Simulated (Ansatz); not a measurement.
**Ge in Ansatz: the effect of functional**

Crystal: Ge.

```
Ge
1.0
     4.05019    0.00000    0.00000
    -2.02510    3.50757    0.00000
     0.00000    0.00000    6.68622
Ge
4
Direct
  0.33333 0.66667 0.93710
  0.66667 0.33333 0.43710
  0.33333 0.66667 0.56290
  0.66667 0.33333 0.06290
```

This isn't the form of Ge at room conditions, which is diamond.

The cell isn't the ideal one: volume scaled by 1.04.

Alike in all runs:

- Program: Ansatz 0.2.0
- Task: single point
- Potentials or basis: Ansatz PAW
- k mesh: 8 × 8 × 4
- Occupations: fermi-dirac, width 0.05 eV
- Spin: no spin polarisation

```tsv
functional	cutoff	gap on the mesh (eV)	pressure (GPa)
LDA	420 eV (not typed: the program's choice for these potentials)	none	-4.2
PBEsol	420 eV (not typed: the program's choice for these potentials)	0.11	-2.4
r2SCAN	500 eV (not typed: the program's choice for these potentials)	?	?
```

What does the run with functional r2SCAN give?

gap on the mesh none; pressure -2.5 GPa.

Caveats: the PAW data sets come from PBE, with cores solved anew for the run's functional, which leaves a small shift of forces and pressure.

A k mesh can miss the band edges.

A gap of «none» marks a metal or a gap under the smearing width.
